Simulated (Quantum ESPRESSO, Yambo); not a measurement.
An input for Yambo 5.3.0 (GaN (F-43m)):

```
optics
bss
bse
em1s
dipoles
rim_cut
RandQpts= 1000000
RandGvec= 1 RL
Chimod= "HARTREE"
BSKmod= "SEX"
BSEmod= "resonant"
BSSmod= "d"
BSENGexx= 30 Ry
BSENGBlk= 4 Ry
% BSEQptR
 1 | 1 |
%
% BSEBands
 12 | 15 |
%
% BEnRange
 0 | 6 | eV
%
% BDmRange
 0.1 | 0.1 | eV
%
BEnSteps= 121
% BLongDir
 1 | 0 | 0 |
%
% BndsRnXs
 1 | 37 |
%
NGsBlkXs= 4 Ry
% LongDrXs
 1 | 1 | 1 |
%
% KfnQP_E
 0.851 | 1.0 | 1.0 |
%
WRbsWF
```

```sh
OMP_NUM_THREADS=1 mpirun -n 4 yambo -F bse16.in -J bse16 -C bse16 > bse16.log
```

The stored states that it reads are on a 12×12×12 mesh. Symmetry: F-43m, No. 216, cubic system. The conventional cell has a = 4.507 Å, b = 4.507 Å, c = 4.507 Å, α = 90.00°, β = 90.00°, γ = 90.00°. Nearest to Ga lie 4 N at 1.95 Å. Nearest to N lie 4 Ga at 1.95 Å. Farther neighbours and most contacts between anions are not listed.

How long will it take on 4 MPI ranks of Arm Neoverse V1, shared host, and how much memory?

It took 45 min; on shared hardware allow 23 min to 1.5 h. Peak host memory was 8.7 GiB.

The kernel grows as the square of the matrix size, and full diagonalisation as its cube.

[Paths, hosts, dates, memory and timing lines, banners, echoed tables and standing remarks are left out of the program output.]

[Logs are printed without paths, hosts, clocks, repeated set-up lines and the standing remarks that a program may print on its own settings, such as how far it seeks lower states.]

[Runs of the session that timed out or met a known fault of the program may be left out.]

[Hosts, paths, dates, database ids (printed as entryN), source tags and the programs' standing remarks are cut or masked in the printed files.]
